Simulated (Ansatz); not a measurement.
# Relaxing As in the hcp type

First guess:

```xyz
2
Lattice="2.5123 0.0000 0.0000 -1.2562 2.1757 0.0000 0.0000 0.0000 4.0700" Properties=species:S:1:pos:R:3 pbc="T T T"
As    0.0000    1.4505    1.0175
As    1.2562    0.7252    3.0525
```

Level of theory: DFT, PBE, PAW with Ansatz's default frozen-core files, scalar-relativistic in Ansatz 0.2.0.

Cell and atoms relax within the symmetry of the start on a 15×15×8 k mesh with 0.08 eV Fermi–Dirac smearing.

The start is built from a prototype, known or not as a phase of this compound; the cutoff is 420 eV.

What is the pressure of the first guess?

142.1 GPa.

What does it relax to?

a = 2.983 Å, b = 2.983 Å, c = 5.005 Å, α = 90.00°, β = 90.00°, γ = 120.00° (conventional cell), 19.28 Å³ per atom:
```xyz
2
Lattice="2.9825 0.0000 0.0000 -1.4913 2.5829 0.0000 0.0000 0.0000 5.0052" Properties=species:S:1:pos:R:3 pbc="T T T"
As    0.0000    1.7220    1.2513
As    1.4913    0.8610    3.7539
```

How much energy does the relaxation release?

2236 meV/atom.
